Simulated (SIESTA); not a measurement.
Crystal: V.

```
V
1.0
    -1.51435    1.51435    1.51435
     1.51435   -1.51435    1.51435
     1.51435    1.51435   -1.51435
V
1
Direct
  0.00000 0.00000 0.00000
```

Program: SIESTA 5.4.2. Alike in all runs: spin collinear, ferromagnetic start; cell as given; k mesh 12 × 12 × 12; smearing fermi-dirac 0.05 eV; grid cutoff 800 Ry; energy shift 0.003 Ry.

**Question.** Order these runs on this cell by their pressure, lowest first.
A. level BLYP; potentials or basis PseudoDojo 0.4 standard (PBE files), DZP (energy shift 0.003 Ry; two zetas on semicore shells)
B. level PBE; potentials or basis PseudoDojo 0.4 standard (PBE files), SZ (energy shift 0.003 Ry)
C. level LDA; potentials or basis PseudoDojo 0.4 standard (LDA files), DZP (energy shift 0.003 Ry; two zetas on semicore shells)
D. level PW91; potentials or basis PseudoDojo 0.4 standard (PBE files), DZP (energy shift 0.003 Ry; two zetas on semicore shells)
E. level PBE; potentials or basis PseudoDojo 0.4 standard (PBE files), DZ (energy shift 0.003 Ry; two zetas on semicore shells)

**Answer.** C (-17.2 GPa), B (-12.7 GPa), E (-8.1 GPa), D (-5.7 GPa), A (-0.1 GPa).

Caveats: the basis of atomic orbitals isn't converged, which shifts pressures, moduli and gaps; the basis has no polarisation orbitals (some runs); the potentials were made for another functional, which shifts forces and pressure (some runs).
